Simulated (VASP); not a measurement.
Write the native input for VASP 6.6.1 that does the following.

```yaml
Task: relaxation of cell and atoms
Functional: PBE
Dispersion: D3(BJ)
Potentials_or_basis: VASP PAW PBE potentials, release 64 (C)
Cutoff: 520 eV
k_mesh: 15 × 15 × 6
Occupations: gaussian, width 1 eV
Spin: no spin polarisation
Further_INCAR_settings: ALGO = Normal; EDIFF = 1e-07; IBRION = 2; EDIFFG = -0.002; NSW = 80; ISIF = 3
```

The structure of C lies in POSCAR:

```
C                                       
1.0
    2.4668025964      0.0000000000      0.0000000000
   -1.2334012982      2.1363137129      0.0000000000
    0.0000000000      0.0000000000      6.7103975475
  C             
     4
Direct
     0.0000000000000000    1.0000000000000000    0.7500000000000000
     1.0000000000000000    0.0000000000000000    0.2500000000000000
     0.3333333300000021    0.6666666699999979    0.7500000000000000
     0.6666666699999979    0.3333333300000021    0.2500000000000000
```

These files were run (other wordings do the same):

INCAR

```
ALGO = Normal
EDIFF = 1E-7
EDIFFG = -0.002
ENCUT = 520
GGA = PE
IBRION = 2
ISIF = 3
ISMEAR = 0
IVDW = 12
LASPH = T
LCHARG = F
LREAL = F
LWAVE = F
NELM = 80
NSW = 80
PREC = Accurate
SIGMA = 1.0
```

KPOINTS

```
k-points
0
Gamma
  15 15 6
```

Potentials or basis: VASP PAW PBE potentials, release 64 (C).

Run with:

```sh
$ cat potpaw_PBE.64/C/POTCAR > POTCAR
$ mpirun -np 1 vasp_std > vasp.out
```

Results of the run:

- Pressure after relaxing: 0.0 GPa
- Band gap on the k mesh: none (metal or under the smearing width)
- Dispersion energy per atom: -0.156 eV

Caveat: the relaxation stopped at its first step, so nothing moved.

Wall time 22 s on 1 thread of Intel(R) Xeon(R) Platinum 8488C (Sapphire Rapids) (shared host), peak memory 0.16 GiB.
